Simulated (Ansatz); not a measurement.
ZnAu: pressure against volume

ZnAu, Pm-3m, a = 3.187 Å. The structure is a COD entry; whether it is the stable form wasn't checked. Ansatz: PBE, PAW, 420 eV, Γ-centred 14×14×14 mesh on 2 atoms, Gaussian smearing 0.10 eV; no spin polarisation. Symmetry fixes shape and atoms, so the cell is only scaled; pressure is positive in compression.

```tsv
V (Å³/atom)	P (GPa)
15.210	?
15.695	3.83
16.181	-0.01
16.666	-3.17
17.151	-5.76
```

Take V0 = 16.181 Å³/atom, count pressures from its P0 = -0.01 GPa, fit the third-order Birch–Murnaghan form to the other rows, and predict the missing pressure.

With the Eulerian strain f = ½[(V0/V)^(2/3) − 1] and y = (P − P0)/[3f(1 + 2f)^(5/2)], the form is the line y = B0 + 1.5 B0 (B0′ − 4) f. Rows (f, y): 0.01027, 118.5; -0.00975, 113.5; -0.01903, 111.0. Means f = -0.006170, y = 114.33; Σ(Δf)² = 0.0004485, ΣΔfΔy = 0.1144; the slope is their ratio. y = 115.9 + 255.0 f GPa, so B0 = 115.9 GPa and B0′ = 4 + 2 × (255.0)/(3 × 115.9) = 5.47. At V = 15.210, f = 0.02106, y = 121.27 and P = 8.48 GPa. The run gave 8.51 GPa, so the fit is 0.03 GPa too low, a small miss on the scale of the series. The form still works here, 33 % of the fitted range beyond its end.

Spin–orbit coupling is left out, which can shift energies with elements as heavy as these.